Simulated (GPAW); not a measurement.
Wanted: an ASE script for a GPAW 26.7.0 run.

| Item | Value |
| --- | --- |
| Task | dielectric tensor |
| Functional | PBE |
| Potentials or basis | GPAW PAW data sets (gpaw-data 1.2.1) |
| Cutoff | 500 eV |
| Basis | pw |
| k mesh | 6 × 6 × 6 |
| Occupations | fermi-dirac, width 0.001 eV |
| Spin | no spin polarisation |
| Response ecut | 80 eV |
| Maxiter | 150 |
| Response k mesh | 18 × 18 × 18 |
| Response bands | 24 |
| Kernels | ["RPA", "ALDA_X", "ALDA"] |
| Coarser k mesh | 12 × 12 × 12 |

The structure of KCl lies in KCl.cif:

```cif
data_KCl
_cell_length_a 3.83919600
_cell_length_b 3.83919600
_cell_length_c 3.83919600
_cell_angle_alpha 90.00000000
_cell_angle_beta 90.00000000
_cell_angle_gamma 90.00000000
_space_group_name_H-M_alt 'Pm-3m'
_space_group_name_Hall '-P 4 2 3'
_space_group_IT_number 221
loop_
_space_group_symop_operation_xyz
'x,y,z'
'-x,-y,-z'
'-y,x,z'
'y,-x,-z'
'-x,-y,z'
'x,y,-z'
'y,-x,z'
'-y,x,-z'
'x,-y,-z'
'-x,y,z'
'-y,-x,-z'
'y,x,z'
'-x,y,-z'
'x,-y,z'
'y,x,-z'
'-y,-x,z'
'z,x,y'
'-z,-x,-y'
'z,-y,x'
'-z,y,-x'
'z,-x,-y'
'-z,x,y'
'z,y,-x'
'-z,-y,x'
'-z,x,-y'
'z,-x,y'
'-z,-y,-x'
'z,y,x'
'-z,-x,y'
'z,x,-y'
'-z,y,x'
'z,-y,-x'
'y,z,x'
'-y,-z,-x'
'x,z,-y'
'-x,-z,y'
'-y,z,-x'
'y,-z,x'
'-x,z,y'
'x,-z,-y'
'-y,-z,x'
'y,z,-x'
'-x,-z,-y'
'x,z,y'
'y,-z,-x'
'-y,z,x'
'x,-z,y'
'-x,z,-y'
loop_
_atom_site_label
_atom_site_type_symbol
_atom_site_symmetry_multiplicity
_atom_site_Wyckoff_symbol
_atom_site_fract_x
_atom_site_fract_y
_atom_site_fract_z
_atom_site_occupancy
K1 K 1 a 0.0000000000 0.0000000000 0.0000000000 1
Cl1 Cl 1 b 0.5000000000 0.5000000000 0.5000000000 1
```

Measurements of this composition are mostly on another form, of space group No. 225.

One way to write it, as run:

run.py

```python
import numpy as np
from ase.dft.bandgap import bandgap
from ase.io import read, write
from gpaw import GPAW, PW
from gpaw.response.df import DielectricFunction

atoms = read('KCl.cif')

calc = GPAW(mode=PW(500),
            xc='PBE',
            kpts={'size': (6, 6, 6), 'gamma': True},
            occupations={'name': 'fermi-dirac', 'width': 0.001},
            nbands=16,
            convergence={'density': 1e-06},
            maxiter=150,
            txt='gpaw.txt')
atoms.calc = calc
energy = atoms.get_potential_energy()
calc.write('gs.gpw')
write('result.traj', atoms)
print(f'Energy: {energy:.6f} eV')
print('Fermi level:', round(calc.get_fermi_level(), 4), 'eV')
print(f'Gap: {bandgap(calc)[0]:.4f} eV, direct: {bandgap(calc, direct=True)[0]:.4f} eV')

for size in [(12, 12, 12), (18, 18, 18)]:
    name = 'x'.join(str(n) for n in size)
    dense = calc.fixed_density(kpts={'size': size, 'gamma': True},
                               nbands=30, convergence={'bands': 24},
                               update_fermi_level=True, txt=f'dense-{name}.txt')
    dense.write(f'{name}.gpw', mode='all')
    df = DielectricFunction(f'{name}.gpw', frequencies=np.array([0.0]), hilbert=False, eta=0.001,
                            ecut=80, nbands=24, intraband=False, txt=f'df-{name}.txt')
    for xc in ['RPA', 'ALDA_X', 'ALDA']:
        for direction in ['x', 'y', 'z', [0, 1, 1], [1, 0, 1], [1, 1, 0]]:
            e0, e = df.get_macroscopic_dielectric_constant(xc=xc, direction=direction)
            print(f'{name} {xc} {direction}: {e0:.4f} without, {e:.4f} with local fields')
```

Potentials or basis: GPAW PAW data sets (gpaw-data 1.2.1), pw.

Launch:

```bash
$ OMP_NUM_THREADS=1 python run.py
```

Results of the run:

```yaml
Band_gap_on_the_k_mesh: 4.80 eV, indirect (least direct gap 5.00 eV)
Electronic_dielectric_tensor_diagonal: 2.36
```

Caveat: the long-wavelength limit can be off by a per cent or two.

Run time: 3.6 min on 1 thread of Arm Neoverse V1, on a shared host, peak memory 1.1 GiB.
